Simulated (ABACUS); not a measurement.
Write an ASE script for ABACUS 3.10.1 that does the following.

```yaml
Task: single point
Functional: OLYP
Potentials_or_basis: SPMS ONCV 1.0 PBE
Cutoff: 1075 eV
Density_cutoff: 4299 eV
Basis: plane waves
k_mesh: 6 × 6 × 6
Occupations: fermi-dirac, width 0.05 eV
Spin: no spin polarisation
Radial_cutoff_of_the_potentials_pseudo_rcut: 10 bohr
SCF_threshold_on_the_density: 1e-08
Max_SCF_steps: 100
Eigensolver: dav
Mixing: broyden
Mixing_share: 0.7
Symmetry_key: 1
Bands: 24
```

The structure of Ge lies in Ge.cif:

```cif
data_Ge
_cell_length_a 5.65782000
_cell_length_b 5.65782000
_cell_length_c 5.65782000
_cell_angle_alpha 90.00000000
_cell_angle_beta 90.00000000
_cell_angle_gamma 90.00000000
_space_group_name_H-M_alt 'Fd-3m'
_space_group_name_Hall 'F 4d 2 3 -1d'
_space_group_IT_number 227
loop_
_space_group_symop_operation_xyz
'x,y,z'
'-y+1/4,x+1/4,z+1/4'
'-x,-y+1/2,z+1/2'
'y+3/4,-x+1/4,z+3/4'
'x,-y,-z'
'-y+1/4,-x+3/4,-z+3/4'
'-x,y+1/2,-z+1/2'
'y+3/4,x+3/4,-z+1/4'
'z,x,y'
'z+1/4,-y+1/4,x+1/4'
'z+1/2,-x,-y+1/2'
'z+3/4,y+3/4,-x+1/4'
'-z,x,-y'
'-z+3/4,-y+1/4,-x+3/4'
'-z+1/2,-x,y+1/2'
'-z+1/4,y+3/4,x+3/4'
'y,z,x'
'x+1/4,z+1/4,-y+1/4'
'-y+1/2,z+1/2,-x'
'-x+1/4,z+3/4,y+3/4'
'-y,-z,x'
'-x+3/4,-z+3/4,-y+1/4'
'y+1/2,-z+1/2,-x'
'x+3/4,-z+1/4,y+3/4'
'-x+1/4,-y+1/4,-z+1/4'
'y,-x,-z'
'x+1/4,y+3/4,-z+3/4'
'-y+1/2,x,-z+1/2'
'-x+1/4,y+1/4,z+1/4'
'y,x+1/2,z+1/2'
'x+1/4,-y+3/4,z+3/4'
'-y+1/2,-x+1/2,z'
'-z+1/4,-x+1/4,-y+1/4'
'-z,y,-x'
'-z+3/4,x+1/4,y+3/4'
'-z+1/2,-y+1/2,x'
'z+1/4,-x+1/4,y+1/4'
'z+1/2,y,x+1/2'
'z+3/4,x+1/4,-y+3/4'
'z,-y+1/2,-x+1/2'
'-y+1/4,-z+1/4,-x+1/4'
'-x,-z,y'
'y+3/4,-z+3/4,x+1/4'
'x,-z+1/2,-y+1/2'
'y+1/4,z+1/4,-x+1/4'
'x+1/2,z+1/2,y'
'-y+3/4,z+3/4,x+1/4'
'-x+1/2,z,-y+1/2'
'x,y+1/2,z+1/2'
'-y+1/4,x+3/4,z+3/4'
'-x,-y,z'
'y+3/4,-x+3/4,z+1/4'
'x,-y+1/2,-z+1/2'
'-y+1/4,-x+1/4,-z+1/4'
'-x,y,-z'
'y+3/4,x+1/4,-z+3/4'
'z,x+1/2,y+1/2'
'z+1/4,-y+3/4,x+3/4'
'z+1/2,-x+1/2,-y'
'z+3/4,y+1/4,-x+3/4'
'-z,x+1/2,-y+1/2'
'-z+3/4,-y+3/4,-x+1/4'
'-z+1/2,-x+1/2,y'
'-z+1/4,y+1/4,x+1/4'
'y,z+1/2,x+1/2'
'x+1/4,z+3/4,-y+3/4'
'-y+1/2,z,-x+1/2'
'-x+1/4,z+1/4,y+1/4'
'-y,-z+1/2,x+1/2'
'-x+3/4,-z+1/4,-y+3/4'
'y+1/2,-z,-x+1/2'
'x+3/4,-z+3/4,y+1/4'
'-x+1/4,-y+3/4,-z+3/4'
'y,-x+1/2,-z+1/2'
'x+1/4,y+1/4,-z+1/4'
'-y+1/2,x+1/2,-z'
'-x+1/4,y+3/4,z+3/4'
'y,x,z'
'x+1/4,-y+1/4,z+1/4'
'-y+1/2,-x,z+1/2'
'-z+1/4,-x+3/4,-y+3/4'
'-z,y+1/2,-x+1/2'
'-z+3/4,x+3/4,y+1/4'
'-z+1/2,-y,x+1/2'
'z+1/4,-x+3/4,y+3/4'
'z+1/2,y+1/2,x'
'z+3/4,x+3/4,-y+1/4'
'z,-y,-x'
'-y+1/4,-z+3/4,-x+3/4'
'-x,-z+1/2,y+1/2'
'y+3/4,-z+1/4,x+3/4'
'x,-z,-y'
'y+1/4,z+3/4,-x+3/4'
'x+1/2,z,y+1/2'
'-y+3/4,z+1/4,x+3/4'
'-x+1/2,z+1/2,-y'
'x+1/2,y,z+1/2'
'-y+3/4,x+1/4,z+3/4'
'-x+1/2,-y+1/2,z'
'y+1/4,-x+1/4,z+1/4'
'x+1/2,-y,-z+1/2'
'-y+3/4,-x+3/4,-z+1/4'
'-x+1/2,y+1/2,-z'
'y+1/4,x+3/4,-z+3/4'
'z+1/2,x,y+1/2'
'z+3/4,-y+1/4,x+3/4'
'z,-x,-y'
'z+1/4,y+3/4,-x+3/4'
'-z+1/2,x,-y+1/2'
'-z+1/4,-y+1/4,-x+1/4'
'-z,-x,y'
'-z+3/4,y+3/4,x+1/4'
'y+1/2,z,x+1/2'
'x+3/4,z+1/4,-y+3/4'
'-y,z+1/2,-x+1/2'
'-x+3/4,z+3/4,y+1/4'
'-y+1/2,-z,x+1/2'
'-x+1/4,-z+3/4,-y+3/4'
'y,-z+1/2,-x+1/2'
'x+1/4,-z+1/4,y+1/4'
'-x+3/4,-y+1/4,-z+3/4'
'y+1/2,-x,-z+1/2'
'x+3/4,y+3/4,-z+1/4'
'-y,x,-z'
'-x+3/4,y+1/4,z+3/4'
'y+1/2,x+1/2,z'
'x+3/4,-y+3/4,z+1/4'
'-y,-x+1/2,z+1/2'
'-z+3/4,-x+1/4,-y+3/4'
'-z+1/2,y,-x+1/2'
'-z+1/4,x+1/4,y+1/4'
'-z,-y+1/2,x+1/2'
'z+3/4,-x+1/4,y+3/4'
'z,y,x'
'z+1/4,x+1/4,-y+1/4'
'z+1/2,-y+1/2,-x'
'-y+3/4,-z+1/4,-x+3/4'
'-x+1/2,-z,y+1/2'
'y+1/4,-z+3/4,x+3/4'
'x+1/2,-z+1/2,-y'
'y+3/4,z+1/4,-x+3/4'
'x,z+1/2,y+1/2'
'-y+1/4,z+3/4,x+3/4'
'-x,z,-y'
'x+1/2,y+1/2,z'
'-y+3/4,x+3/4,z+1/4'
'-x+1/2,-y,z+1/2'
'y+1/4,-x+3/4,z+3/4'
'x+1/2,-y+1/2,-z'
'-y+3/4,-x+1/4,-z+3/4'
'-x+1/2,y,-z+1/2'
'y+1/4,x+1/4,-z+1/4'
'z+1/2,x+1/2,y'
'z+3/4,-y+3/4,x+1/4'
'z,-x+1/2,-y+1/2'
'z+1/4,y+1/4,-x+1/4'
'-z+1/2,x+1/2,-y'
'-z+1/4,-y+3/4,-x+3/4'
'-z,-x+1/2,y+1/2'
'-z+3/4,y+1/4,x+3/4'
'y+1/2,z+1/2,x'
'x+3/4,z+3/4,-y+1/4'
'-y,z,-x'
'-x+3/4,z+1/4,y+3/4'
'-y+1/2,-z+1/2,x'
'-x+1/4,-z+1/4,-y+1/4'
'y,-z,-x'
'x+1/4,-z+3/4,y+3/4'
'-x+3/4,-y+3/4,-z+1/4'
'y+1/2,-x+1/2,-z'
'x+3/4,y+1/4,-z+3/4'
'-y,x+1/2,-z+1/2'
'-x+3/4,y+3/4,z+1/4'
'y+1/2,x,z+1/2'
'x+3/4,-y+1/4,z+3/4'
'-y,-x,z'
'-z+3/4,-x+3/4,-y+1/4'
'-z+1/2,y+1/2,-x'
'-z+1/4,x+3/4,y+3/4'
'-z,-y,x'
'z+3/4,-x+3/4,y+1/4'
'z,y+1/2,x+1/2'
'z+1/4,x+3/4,-y+3/4'
'z+1/2,-y,-x+1/2'
'-y+3/4,-z+3/4,-x+1/4'
'-x+1/2,-z+1/2,y'
'y+1/4,-z+1/4,x+1/4'
'x+1/2,-z,-y+1/2'
'y+3/4,z+3/4,-x+1/4'
'x,z,y'
'-y+1/4,z+1/4,x+1/4'
'-x,z+1/2,-y+1/2'
loop_
_atom_site_label
_atom_site_type_symbol
_atom_site_symmetry_multiplicity
_atom_site_Wyckoff_symbol
_atom_site_fract_x
_atom_site_fract_y
_atom_site_fract_z
_atom_site_occupancy
Ge1 Ge 8 a 0.2500000000 0.2500000000 0.2500000000 1
```

These files were run (other wordings do the same):

run_abacus.py

```python
"""ABACUS run from a structure file: ASE reads it, the script writes STRU, KPT and INPUT."""
import re
import subprocess
import spglib
from ase import Atoms
from ase.io import read
from ase.units import Bohr

atoms = read("Ge.cif")
cell, frac, numbers = spglib.standardize_cell((atoms.cell[:], atoms.get_scaled_positions(), atoms.numbers), to_primitive=True, symprec=1e-4)
atoms = Atoms(numbers=numbers, cell=cell, scaled_positions=frac, pbc=True)  # the primitive cell
atoms = atoms[(-atoms.numbers).argsort(kind="stable")]  # ABACUS lists atoms element by element
pseudo = {'Ge': '32_Ge_14_2.2_2.3_pbe_n_v1.0.upf'}
orbital = {}
magmoms = None
kmesh = [6, 6, 6]
params = {
    'suffix': 'Ge',
    'calculation': 'scf',
    'basis_type': 'pw',
    'pseudo_dir': './',
    'symmetry': 1,
    'dft_functional': 'GGA_X_OPTX+GGA_C_LYP',
    'ecutwfc': 79,
    'pseudo_rcut': 10,
    'nspin': 1,
    'nbands': 24,
    'ks_solver': 'dav',
    'smearing_method': 'fd',
    'smearing_sigma': 0.00367493,
    'scf_thr': 1e-08,
    'scf_nmax': 100,
    'mixing_type': 'broyden',
    'mixing_beta': 0.7,
    'cal_force': 1,
    'cal_stress': 1,
    'out_chg': 1,
    'kpar': 4,
}

symbols = atoms.get_chemical_symbols()
elements = list(dict.fromkeys(symbols))
lines = ["ATOMIC_SPECIES"] + [f"{e} {atoms.get_masses()[symbols.index(e)]:.4f} {pseudo[e]}" for e in elements]
if orbital:
    lines += ["", "NUMERICAL_ORBITAL"] + [orbital[e] for e in elements]
lines += ["", "LATTICE_CONSTANT", f"{1 / Bohr:.10f}", "", "LATTICE_VECTORS"]
lines += [" ".join(f"{x:.10f}" for x in v) for v in atoms.cell]
lines += ["", "ATOMIC_POSITIONS", "Direct"]
for e in elements:
    lines += ["", e, "0.0", str(symbols.count(e))]
    for i, p in enumerate(atoms.get_scaled_positions(wrap=False)):
        if symbols[i] == e:
            mag = "" if magmoms is None else " mag " + " ".join(str(x) for x in (magmoms[i] if isinstance(magmoms[i], list) else [magmoms[i]]))
            lines.append(" ".join(f"{x:.10f}" for x in p) + " 1 1 1" + mag)
open("STRU", "w").write("\n".join(lines) + "\n")
open("KPT", "w").write("K_POINTS\n0\nGamma\n%d %d %d 0 0 0\n" % tuple(kmesh))
open("INPUT", "w").write("INPUT_PARAMETERS\n" + "".join(f"{k:<20s}{v}\n" for k, v in params.items()))

done = subprocess.run(['mpirun', '-np', '4', 'abacus'])
if done.returncode:
    raise SystemExit(done.returncode)
log = open("OUT.Ge/running_scf.log").read()
print("final energy (eV):", re.findall(r"FINAL_ETOT_IS (\S+)", log))
```

Potentials or basis: SPMS ONCV 1.0 PBE, plane waves.

Run with:

```bash
$ OMP_NUM_THREADS=1 python run_abacus.py > log
```

Results of the run:

| Quantity | Value |
| --- | --- |
| Pressure | 6.5 GPa |
| Band gap on the k mesh | 0.08 eV, direct |

Caveat: the potentials were made for another functional, which shifts forces and pressure.

Wall time 4.4 s on 4 MPI ranks on AMD EPYC 9R45 96-Core Processor (Zen 5), on a shared host, peak memory 0.36 GiB a rank.
